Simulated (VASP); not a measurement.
# SnO2 (Cassiterite) (P4_2/mnm) in VASP: a series of runs, part 2 of 2

VASP 6.6.1.

### Step 4. Relaxation of cell and atoms, PBEsol (cell and atoms relaxed tightly for response)

Contents of INCAR:

```
SYSTEM = SnO2
ALGO     = Fast           ! electronic algorithm
EDIFF    = 1E-6           ! SCF threshold, eV
EDIFFG   = -0.001         ! ionic threshold
ENCUT    = 600            ! plane-wave cutoff, eV
GGA      = PS             ! functional
IBRION   = 2              ! ionic algorithm
ISIF     = 3              ! what is computed and relaxed
ISMEAR   = 0              ! smearing method
LASPH    = .TRUE.         ! aspherical terms in the spheres
LCHARG   = .FALSE.        ! write CHGCAR
LREAL    = .FALSE.        ! projectors in reciprocal space
LWAVE    = .FALSE.        ! write WAVECAR
NELM     = 100            ! most SCF steps
NSW      = 80             ! ionic steps
PREC     = Accurate       ! precision mode
SIGMA    = 0.01           ! smearing width, eV
```

Contents of KPOINTS:

```
k-points
0
G
  6 6 8
  0 0 0
```

Contents of POSCAR:

```
SnO2
1.0
    4.7689900187      0.0000000000      0.0000000000
    0.0000000000      4.7689900187      0.0000000000
    0.0000000000      0.0000000000      3.2120647290
Sn O
2 4
Direct
    0.0000000000      0.0000000000      0.0000000000
    0.5000000000      0.5000000000      0.5000000000
    0.3062763835      0.3062763835      0.0000000000
    0.1937236165      0.8062763835      0.5000000000
    0.6937236165      0.6937236165      0.0000000000
    0.8062763835      0.1937236165      0.5000000000
```

Potentials or basis: VASP PAW PBE potentials, release 64 (Sn_d, O).

Run with:

```sh
$ cat potpaw_PBE.64/Sn_d/POTCAR potpaw_PBE.64/O/POTCAR > POTCAR
$ mpirun -np 1 vasp_std > vasp.out
```

OUTCAR:

```text
SYSTEM = SnO2
   EDIFF = 1E-6
   EDIFFG = -0.001
   ENCUT = 600
   GGA = PS
   IBRION = 2
   ISIF = 3
   ISMEAR = 0
   LASPH = .TRUE.
   LREAL = .FALSE.
   NELM = 100
   NSW = 80
   PREC = Accurate

 ion  position               nearest neighbor table
   1  0.000  0.000  0.000-   3 2.07   5 2.07   4 2.07   6 2.07   4 2.07   6 2.07   2 3.74   2 3.74
                             2 3.74   2 3.74   2 3.74   2 3.74   2 3.74   2 3.74
   2  0.500  0.500  0.500-   4 2.07   6 2.07   5 2.07   3 2.07   3 2.07   5 2.07   1 3.74   1 3.74
                             1 3.74   1 3.74   1 3.74   1 3.74   1 3.74   1 3.74
   3  0.306  0.306  0.000-   1 2.07   2 2.07   2 2.07
   4  0.194  0.806  0.500-   2 2.07   1 2.07   1 2.07
   5  0.694  0.694  0.000-   1 2.07   2 2.07   2 2.07
   6  0.806  0.194  0.500-   2 2.07   1 2.07   1 2.07

  LATTYP: Found a simple tetragonal cell.
 ALAT       =     4.7689900187
 C/A-ratio  =     0.6735314430

  Lattice vectors:

 A1 = (   4.7689900187,   0.0000000000,   0.0000000000)
 A2 = (   0.0000000000,   4.7689900187,   0.0000000000)
 A3 = (   0.0000000000,   0.0000000000,   3.2120647290)

Analysis of symmetry for initial positions (statically):
=====================================================================
 Subroutine PRICEL returns:
 Original cell was already a primitive cell.

 Routine SETGRP: Setting up the symmetry group for a
 simple tetragonal supercell.

 Subroutine GETGRP returns: Found 16 space group operations
 (whereof  8 operations were pure point group operations)
 out of a pool of 16 trial point group operations.

The static configuration has the point symmetry D_2h.
 The point group associated with its full space group is D_4h.

Analysis of symmetry for dynamics (positions and initial velocities):
=====================================================================
 Subroutine PRICEL returns:
 Original cell was already a primitive cell.

[... 145 lines left out ...]
   LEPSILON=     F    determine dielectric tensor
   LRPA    =     F    only Hartree local field effects (RPA)
 conjugate gradient relaxation of ions
 non-spin polarized calculation
 RMM-DIIS sequential band-by-band and
 Gauss-broadening in eV      SIGMA  =   0.01
  energy-cutoff  :      600.00
  volume of cell :       73.05
 maximum number of plane-waves:      2461
 NGX is ok and might be reduce to    40
   NGX = 19   NGY = 19   NGZ = 13

--------------------------------------- Ionic step        1  -------------------------------------------

 number of electron      52.0000006 magnetization

 Free energy of the ion-electron system (eV)
  ---------------------------------------------------
  ext. energy  EPLUGINS =         0.00000000
  ---------------------------------------------------
  free energy    TOTEN  =       -39.67887936 eV

  energy without entropy =      -39.67887936  energy(sigma->0) =      -39.67887936

------------------------ aborting loop because EDIFF is reached ----------------------------------------

  FORCE on cell =-STRESS in cart. coord.  units (eV):
  Direction    XX          YY          ZZ          XY          YZ          ZX
  --------------------------------------------------------------------------------------
  -------------------------------------------------------------------------------------
  Total        0.1706810      0.1706810      0.3015524      0.0000000      0.0000000      0.0000000
  in kB        3.7433352      3.7433352      6.6135739      0.0000000      0.0000000      0.0000000
  external PRESSURE =       4.7000814 kB  Pullay stress =       0.0000000 kB
[... 307 lines left out ...]
--------------------------------------- Ionic step        9  -------------------------------------------

 number of electron      52.0000006 magnetization

 Free energy of the ion-electron system (eV)
  ---------------------------------------------------
  ext. energy  EPLUGINS =         0.00000000
  ---------------------------------------------------
  free energy    TOTEN  =       -39.67917299 eV

  energy without entropy =      -39.67917299  energy(sigma->0) =      -39.67917299

 E-fermi :   5.8192     XC(G=0): -11.4135

 val. band max:        5.7483718260   @ k =   0.0000   0.0000   0.0000
 cond. band min:       6.6340159223   @ k =   0.0000   0.0000   0.0000
 fundamental gap:      0.8856440963
 Fermi energy:         5.8191753343

 k-point     1 :       0.0000    0.0000    0.0000
  band No.  band energies     occupation
      1     -15.2500      2.00000
      2     -14.5038      2.00000
      3     -14.2662      2.00000
      4     -14.2407      2.00000
      5     -14.2407      2.00000
      6     -14.1734      2.00000
[... 805 lines left out ...]
     30      14.1891      0.00000
     31      14.9177      0.00000

 [... further k-points ...]

------------------------ aborting loop because EDIFF is reached ----------------------------------------

  FORCE on cell =-STRESS in cart. coord.  units (eV):
  Direction    XX          YY          ZZ          XY          YZ          ZX
  --------------------------------------------------------------------------------------
  -------------------------------------------------------------------------------------
  Total       -0.0022726     -0.0022726      0.0031750      0.0000000      0.0000000      0.0000000
  in kB       -0.0497272     -0.0497272      0.0694730      0.0000000      0.0000000      0.0000000
  external PRESSURE =      -0.0099938 kB  Pullay stress =       0.0000000 kB
[... 21 lines left out ...]
  FREE ENERGIE OF THE ION-ELECTRON SYSTEM (eV)
  ---------------------------------------------------
  free  energy   TOTEN  =       -39.6791729926 eV

  energy  without entropy=      -39.6791729926  energy(sigma->0) =      -39.67917299

 reached required accuracy - stopping structural energy minimisation
```

Wall time 6.6 min (1 thread of Intel Xeon Platinum 8259CL at 2.50GHz (Skylake/Cascade Lake), shared host); peak memory 0.28 GiB.

What came out:

| Quantity | Value |
| --- | --- |
| Free energy | -39.6792 eV |
| Relaxed volume | 12.20 Å³/atom |
| Relaxed cell | a = 4.772 Å, b = 4.772 Å, c = 3.216 Å, α = 90.00°, β = 90.00°, γ = 90.00° |
| Space group after relaxing (to 0.05 Å) | P4_2/mnm (No. 136) |
| Energy gained by relaxing | 0.0 meV/atom |
| Ionic steps | 9 |
| Pressure after relaxing | 0.0 GPa |
| Band gap on the k mesh | 0.89 eV, direct |

The path:
| step | energy change (eV) | largest force (eV/Å) | pressure (GPa) | volume (Å³) |
| --- | --- | --- | --- | --- |
| 1 | 0.0000 | 0.0148 | 0.47 | 73.05 |
| 2 | 0.0001 | 0.0218 | -0.62 | 73.43 |
| 3 | -0.0003 | 0.0023 | -0.03 | 73.23 |
| 4 | -0.0003 | 0.0016 | 0.02 | 73.22 |
| 5 | -0.0003 | 0.0019 | 0.04 | 73.22 |
| 6 | -0.0003 | 0.0026 | 0.03 | 73.23 |
| 7 | -0.0003 | 0.0008 | -0.01 | 73.23 |
| 8 | -0.0003 | 0.0009 | 0.02 | 73.22 |
| 9 | -0.0003 | 0.0003 | 0.00 | 73.22 |

Final structure:
```
Sn O
1.0
     4.77163    0.00000    0.00000
     0.00000    4.77163    0.00000
     0.00000    0.00000    3.21594
Sn O
2 4
Direct
  0.00000 0.00000 0.00000
  0.50000 0.50000 0.50000
  0.30625 0.30625 0.00000
  0.19375 0.80625 0.50000
  0.69375 0.69375 0.00000
  0.80625 0.19375 0.50000
```

Caveat: the PAW data sets were made with another functional, which shifts forces and pressure a little; spin-orbit coupling is left out, which moves the levels of the heavy elements.

### Step 5. The runs side by side

```tsv
task	cell	k mesh	cutoff (eV)	smearing	gap on the mesh (eV)	pressure (GPa)	largest force (eV/Å)
single point	cell and atoms relaxed tightly for response	6 × 6 × 8	520	gaussian 0.01 eV	0.91	0.6	0.01
single point	as given	4 × 4 × 6	520	gaussian 0.02 eV	0.91	0.6	0.01
relaxation of cell and atoms	relaxed from: cell and atoms relaxed tightly for response	6 × 6 × 8	600	gaussian 0.01 eV	0.89	0.0	-
```

Alike in all rows: level PBEsol; potentials or basis VASP PAW PBE potentials, release 64 (Sn_d, O); no spin polarisation.

Caveats: the PAW data sets were made with another functional, which shifts forces and pressure a little; spin-orbit coupling is left out, which moves the levels of the heavy elements.

Total energies depend on the potentials used, so only differences within one code and one set of settings carry meaning.
